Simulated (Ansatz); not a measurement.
Sn: equation of state with LDA

Crystal: Sn.

```
Sn
1.0
    -1.72654    1.77555    2.33834
     1.72654   -1.77555    2.33834
     1.72654    1.77555   -2.33834
Sn
1
Direct
  0.00000 0.00000 0.00000
```

This isn't the form of Sn at room conditions, which is tetragonal (white tin).

```
Program             : Ansatz 0.2.0
Task                : equation of state
Functional          : LDA
Potentials or basis : Ansatz PAW
Cutoff              : 420 eV
Density cutoff      : 1680 eV
k mesh              : 11 × 11 × 11
Occupations         : fermi-dirac, width 0.05 eV
Spin                : no spin polarisation
```

The equilibrium volume is 25.91 Å³/atom (rough: see the caveat) and the bulk modulus at fixed shape and positions is 60 GPa (rough).

Energy against volume, from the lowest point:
```csv
volume (Å³/atom),energy (meV/atom)
26.953,0.00
27.526,9.58
28.100,22.50
28.673,38.35
29.247,56.78
29.820,77.47
30.394,100.15
```

All runs of the series together: 34 s on 2 threads of AMD EPYC (Zen 3) (shared host).

Caveat: the minimum lies outside the volumes run; the cell was scaled at fixed shape and fractional positions, which overstates the stiffness of a crystal with free parameters, most of all of layers and chains.
